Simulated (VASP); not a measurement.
```yaml
crystal:
  lattice:
    - [0.00000, 3.07000, 3.07000]
    - [3.07000, 0.00000, 3.07000]
    - [3.07000, 3.07000, 0.00000]
  atoms:
    - { symbol: Al, position: [0.00000, 0.00000, 0.00000] }
    - { symbol: Sb, position: [0.25000, 0.25000, 0.25000] }
```

Calculation: eigenvalue-self-consistent GW0 on PBE orbitals, VASP's PBE PAW potentials (set 64) (plane waves; VASP). Numerical set-up: PREC = Normal, 350 eV cut-off, 4×4×4 Γ-centred mesh, Gaussian smearing of 0.010 eV, potentials Al_GW Sb_d_GW.

The mesh is coarse and the basis finite, so the quasiparticle values are not converged.

NBANDS = 160, ENCUTGW = 200 eV, NOMEGA = 64, 4 updates of the levels in G. The PBE levels (eV) are:

| state | KS energy | filling |
|---|---|---|
| k1 (0.00, 0.00, 0.00), band 6 | -7.27 | 2 |
| k1 (0.00, 0.00, 0.00), band 7 | 3.45 | 2 |
| k1 (0.00, 0.00, 0.00), band 8 | 3.45 | 2 |
| k1 (0.00, 0.00, 0.00), band 9 | 3.45 | 2 |
| k1 (0.00, 0.00, 0.00), band 10 | 5.04 | 0 |
| k1 (0.00, 0.00, 0.00), band 11 | 6.55 | 0 |
| k1 (0.00, 0.00, 0.00), band 12 | 6.55 | 0 |
| k1 (0.00, 0.00, 0.00), band 13 | 6.55 | 0 |
| k5 (0.50, 0.25, 0.00), band 6 | -5.64 | 2 |
| k5 (0.50, 0.25, 0.00), band 7 | -1.61 | 2 |
| k5 (0.50, 0.25, 0.00), band 8 | 0.75 | 2 |
| k5 (0.50, 0.25, 0.00), band 9 | 1.78 | 2 |
| k5 (0.50, 0.25, 0.00), band 10 | 5.37 | 0 |
| k5 (0.50, 0.25, 0.00), band 11 | 7.72 | 0 |
| k5 (0.50, 0.25, 0.00), band 12 | 8.68 | 0 |
| k5 (0.50, 0.25, 0.00), band 13 | 9.19 | 0 |
| k6 (-0.25, 0.25, 0.00), band 6 | -5.97 | 2 |
| k6 (-0.25, 0.25, 0.00), band 7 | -1.08 | 2 |
| k6 (-0.25, 0.25, 0.00), band 8 | 0.62 | 2 |
| k6 (-0.25, 0.25, 0.00), band 9 | 2.47 | 2 |
| k6 (-0.25, 0.25, 0.00), band 10 | 5.98 | 0 |
| k6 (-0.25, 0.25, 0.00), band 11 | 8.16 | 0 |
| k6 (-0.25, 0.25, 0.00), band 12 | 8.37 | 0 |
| k6 (-0.25, 0.25, 0.00), band 13 | 8.72 | 0 |

Give the quasiparticle energies and renormalisation factors Z.

```csv
state,QP energy (eV),Z
"k1 (0.00, 0.00, 0.00), band 6",-8.08,0.66
"k1 (0.00, 0.00, 0.00), band 7",2.79,0.77
"k1 (0.00, 0.00, 0.00), band 8",2.79,0.77
"k1 (0.00, 0.00, 0.00), band 9",2.79,0.77
"k1 (0.00, 0.00, 0.00), band 10",5.34,0.76
"k1 (0.00, 0.00, 0.00), band 11",6.65,0.75
"k1 (0.00, 0.00, 0.00), band 12",6.65,0.75
"k1 (0.00, 0.00, 0.00), band 13",6.65,0.75
"k5 (0.50, 0.25, 0.00), band 6",-6.40,0.70
"k5 (0.50, 0.25, 0.00), band 7",-2.38,0.71
"k5 (0.50, 0.25, 0.00), band 8",-0.01,0.74
"k5 (0.50, 0.25, 0.00), band 9",1.03,0.75
"k5 (0.50, 0.25, 0.00), band 10",5.35,0.77
"k5 (0.50, 0.25, 0.00), band 11",7.79,0.75
"k5 (0.50, 0.25, 0.00), band 12",8.76,0.74
"k5 (0.50, 0.25, 0.00), band 13",9.30,0.74
"k6 (-0.25, 0.25, 0.00), band 6",-6.74,0.69
"k6 (-0.25, 0.25, 0.00), band 7",-1.83,0.71
"k6 (-0.25, 0.25, 0.00), band 8",-0.15,0.74
"k6 (-0.25, 0.25, 0.00), band 9",1.76,0.76
"k6 (-0.25, 0.25, 0.00), band 10",6.06,0.76
"k6 (-0.25, 0.25, 0.00), band 11",8.28,0.74
"k6 (-0.25, 0.25, 0.00), band 12",8.41,0.75
"k6 (-0.25, 0.25, 0.00), band 13",8.82,0.75
```
On the mesh the gap opens from 1.21 to 1.77 eV.

The compound is AlSb in the zinc blende structure. The cell was not relaxed at this level. The k-mesh is coarse (spacing up to 0.44 per Å, 2π included), so the numbers may not be converged in it.
